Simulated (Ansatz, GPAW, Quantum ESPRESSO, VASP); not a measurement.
**PdIn: energy against volume and a worked fit**

```cif
data_structure
_symmetry_space_group_name_H-M 'Pm-3m'
_symmetry_Int_Tables_number 221
_cell_length_a 3.2719
_cell_length_b 3.2719
_cell_length_c 3.2719
_cell_angle_alpha 90.000
_cell_angle_beta 90.000
_cell_angle_gamma 90.000
_cell_volume 35.03
loop_
_atom_site_label
_atom_site_type_symbol
_atom_site_symmetry_multiplicity
_atom_site_Wyckoff_symbol
_atom_site_fract_x
_atom_site_fract_y
_atom_site_fract_z
_atom_site_occupancy
In1 In 1 a 0.00000 0.00000 0.00000 1
Pd1 Pd 1 b 0.50000 0.50000 0.50000 1
```

The cell comes from a database or a generator and needn't be the stable form of this composition.

The cell was scaled at fixed shape and fractions and run with Ansatz, Ansatz PAW (earlier soft set), cutoff 420 eV; PBE, k mesh 8 × 8 × 8 on the cell of 2 atoms, fermi-dirac occupations of 0.05 eV, no spin polarisation, no spin-orbit coupling. Energies are those that the program minimises, any entropy of the smearing included. For a metal such a mesh isn't converged to the digits shown.

| V (Å³/atom) | energy over the lowest row (meV/atom) |
| --- | --- |
| 16.4624 | 58.78 |
| 16.8126 | 33.61 |
| 17.1629 | 16.01 |
| 17.5131 | ? |
| 17.8634 | 0.00 |
| 18.2137 | 0.11 |
| 18.5639 | 4.77 |

Task: Fit the third-order Birch-Murnaghan form, give V0, B0 and B′, and predict the energy left open.

Result: With y = (V0/V)^(2/3), E = E0 + (9 V0 B0/16) [(y - 1)³ B′ + (y - 1)² (6 - 4y)]. Least squares through the rows shown give V0 = 18.0290 Å³/atom, E0 = -0.55 meV, B0 = 114.5 GPa (1 eV/Å³ = 160.218 GPa) and B′ = 5.54, with a largest miss of 0.03 meV. At V = 17.5131 the form with these constants gives 5.07 meV; the run gave 5.08 meV an atom. Other set-ups at this level, from all their volumes (Å³/atom, GPa): GPAW, GPAW PAW data sets (gpaw-data 1.2.1): V0 17.992, B0 115.1; Ansatz, all-electron LAPW, scalar-relativistic: V0 18.029, B0 114.5; Quantum ESPRESSO, SSSP 1.3 efficiency PBE: V0 18.041, B0 114.4; VASP, PBE PAW files In_d, Pd, 520 eV: V0 18.052, B0 114.5.

The fit places the energy minimum between the rows at 17.8634 and 18.2137 Å³/atom, so V0 is an interpolation. The open row also lies inside the fitted range, and its close prediction confirms a smooth curve rather than the form's reach under stronger compression or expansion. B′ rests on the curve's asymmetry and is less firmly fixed than V0.

The energy climbs faster on compression than on expansion because Pauli repulsion and the kinetic energy of the squeezed electrons soon outweigh any gain in bonding. The resistance to compression probably reflects Pd d–In sp hybridisation together with the filled d shells, with a soft sp metal diluting the stiffer palladium framework. The supplied cell is smaller than the fitted equilibrium, in the direction expected if it stems from experiment, since PBE tends to overexpand compounds of the late 4d metals. The close agreement among the set-ups can't remove that error, as they share the functional. Uniform scaling leaves the resistance to shear untested.
